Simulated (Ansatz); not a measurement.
HgSe:

```xyz
2
Lattice="0.0000 3.0390 3.0390 3.0390 0.0000 3.0390 3.0390 3.0390 0.0000" Properties=species:S:1:pos:R:3 pbc="T T T"
Hg    0.0000    0.0000    0.0000
Se    4.5585    4.5585    4.5585
```

Program: Ansatz 0.2.0. Alike in all runs: level PBE; potentials or basis Ansatz PAW; cell as given; smearing fermi-dirac 0.05 eV. Hardware: 2 threads of Arm Neoverse V2 (shared host).

Question: Order these runs on this cell by their wall time, lowest first.
A. task band structure; spin SOC, no magnetisation; k mesh 8 × 8 × 8; cutoff (eV) 420; points for each segment of the path 14
B. task single point; spin off; k mesh 8 × 8 × 8; cutoff (eV) 350
C. task single point; spin off; k mesh 13 × 13 × 13; cutoff (eV) 420

Answer: B (1.5 s), C (3.3 s), A (23 s).

Caveats: the cutoff lies under the one recommended for these potentials (some runs).
